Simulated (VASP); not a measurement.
# BeTe in VASP: how settings move the PBE single point

Aim: see what changed inputs do to the PBE single point of BeTe built on the zincblende prototype, under +2.0 % biaxial strain in x and y, free along z.

Code: VASP 6.6.1. PAW datasets, plane waves. Spin-unpolarised throughout; all numbers are computed.

## 1. The structure to begin with

The cell comes from an earlier relaxation with r2SCAN in another program, then strained, with the atoms relaxed again.

It is tetragonal, I-4m2 (No. 119); a = 4.080 Å, c = 5.570 Å in the conventional setting, 23.18 Å³ an atom. Around Be lie 4 Te at 2.47 Å; around Te lie 4 Be at 2.47 Å.

Structure file:

```
CELL_PARAMETERS angstrom
0.00000 2.88520 2.78493
2.88520 0.00000 2.78493
2.88520 2.88520 0.00000
ATOMIC_POSITIONS crystal
Be 0.00000 0.00000 0.00000
Te 0.25000 0.25000 0.25000
```

## 2. The reference run

Contents of INCAR:

```
ENCUT = 520.000000
SIGMA = 0.020000
EDIFF = 1.00e-07
GGA = PE
PREC = Accurate
IBRION = -1
ISIF = 2
ISMEAR = -1
NBANDS = 11
NELM = 120
NSW = 0
LASPH = .TRUE.
LCHARG = .FALSE.
LWAVE = .FALSE.
LREAL = .FALSE.
```

Contents of KPOINTS:

```
KPOINTS created by Atomic Simulation Environment
0
Gamma
8 8 8
0 0 0
```

Contents of POSCAR:

```
Be Te
 1.0000000000000000
     0.0000000000000000    2.8851960980000002    2.7849264596999999
     2.8851960980000002    0.0000000000000000    2.7849264596999999
     2.8851960980000002    2.8851960980000002    0.0000000000000000
 Be  Te
   1   1
Cartesian
  0.0000000000000000  0.0000000000000000  0.0000000000000000
  1.4425980489999999  1.4425980489999999  1.3924632298499997
```

A file KPOINTS_OPT adds named points for the levels; it doesn't enter the self-consistent loop.

Potentials: the recommended PBE PAW datasets, 8 valence electrons.

Launch:

```console
> mpirun -np 1 vasp_std
```

## 3. Altered input 1

INCAR, as its differences from that of step 2:

```diff
@@ -1,2 +1 @@
-ENCUT = 520.000000
 SIGMA = 0.020000
@@ -15 +14,3 @@
 LREAL = .FALSE.
+ALGO = VeryFast
+ENCUT = 250
```

KPOINTS is that of step 2.

POSCAR is that of step 2.

## 4. Altered input 2

INCAR, as its differences from that of step 2:

```diff
@@ -3,3 +3,2 @@
 EDIFF = 1.00e-07
-GGA = PE
 PREC = Accurate
@@ -15 +14,3 @@
 LREAL = .FALSE.
+IVDW = 11
+METAGGA = MBJ
```

KPOINTS is that of step 2.

POSCAR is that of step 2.

## 5. Altered input 3

INCAR, as its differences from that of step 2:

```diff
@@ -15 +15,2 @@
 LREAL = .FALSE.
+NELMIN = 4
```

Contents of KPOINTS:

```
KPOINTS created by Atomic Simulation Environment
0
Gamma
12 12 12
0 0 0
```

POSCAR is that of step 2.

**Question.** What will these runs give? Wanted: for each run, changed; ending; energy change; pressure; electronic steps; usable.

**Answer**, as computed:

| run | changed | ending | energy change (meV/atom) | pressure (GPa) | gap on the mesh (eV; negative: overlap) | electronic steps | time | usable |
| --- | --- | --- | --- | --- | --- | --- | --- | --- |
| ref. | – | converged | 0 | -1.0 | 1.80 | 13 | 26 s | yes |
| 1 | ALGO = VeryFast, ENCUT = 250 | converged | 1.1 | -1.0 | 1.80 | 20 | 9.9 s | no |
| 2 | IVDW = 11, METAGGA = MBJ | refused | – | – | – | – | 0.8 s | no |
| 3 | NELMIN = 4, mesh 12×12×12 | converged | -0.3 | -1.0 | 1.80 | 13 | 56 s | yes |

What this shows: Of 3 altered inputs, 1 gave no result, 1 ended normally on a faulty or unsound input, 1 gave usable results. «NELMIN = 4, mesh 12×12×12» moves the energy by -0.3 meV/atom.

Spin-orbit coupling is left out, though the cell holds Te; it can move the gap.
